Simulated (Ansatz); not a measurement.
Phases of HfC at 20 GPa

Structure types of HfC are relaxed in primitive cells with their symmetry kept at 20 GPa, on PAW files; LAPW relaxes the small cells further and takes the PAW cell for the others (marked *). The enthalpy is E + pV at zero temperature, without zero-point motion. Only the types listed were tried, and differences under about 5 meV/atom are mesh noise. The real phase may be another.

Computed with Ansatz 0.2.0; functional PBE, scalar-relativistic. Settings: Fermi–Dirac smearing of 0.05 eV, no spin polarisation. Methods: LAPW: all electrons, basis error target 0.5 meV/atom; PAW: frozen-core files, cutoff 420 eV.

k meshes: rocksalt 16×16×16, CsCl 13×13×13, WC 15×15×13, NiAs 10×10×6, zincblende 14×14×14.

Spin–orbit coupling is left out, which matters for the heavy atoms.

Question: Order the types by LAPW enthalpy, lowest first.
A. NiAs
B. CsCl
C. zincblende
D. rocksalt
E. WC

Answer: D (0 meV/atom), A (614 meV/atom), E (829 meV/atom), C (1018 meV/atom), B (1308 meV/atom).

| start type | ends as | a, b, c (Å) | V (Å³/atom) | H − H(lowest), LAPW (meV/atom) | same, PAW |
| --- | --- | --- | --- | --- | --- |
| rocksalt | rocksalt, Fm-3m | 4.538, 4.538, 4.538 | 11.68 | 0.0 | 0.0 |
| CsCl | CsCl, Pm-3m | 2.822, 2.822, 2.822 | 11.24 | 1307.6 | 1307.9 |
| WC | WC, P-6m2 | 3.133, 3.133, 2.853 | 12.13 | 828.9 | 829.3 |
| NiAs* | NiAs, P6_3/mmc | 3.170, 3.170, 5.641 | 12.27 | 614.5 | 614.7 |
| zincblende | zincblende, F-43m | 4.869, 4.869, 4.869 | 14.43 | 1017.6 | 1018.1 |

Question: Split the lead of rocksalt over NiAs into energy and pV.

Answer: For NiAs less rocksalt: ΔE = +541.0 meV/atom, and p·ΔV = 20 GPa × +0.5885 Å³ × 6.242 meV/(GPa·Å³) = +73.5 meV/atom, together 614.5 meV/atom. rocksalt wins on both counts.
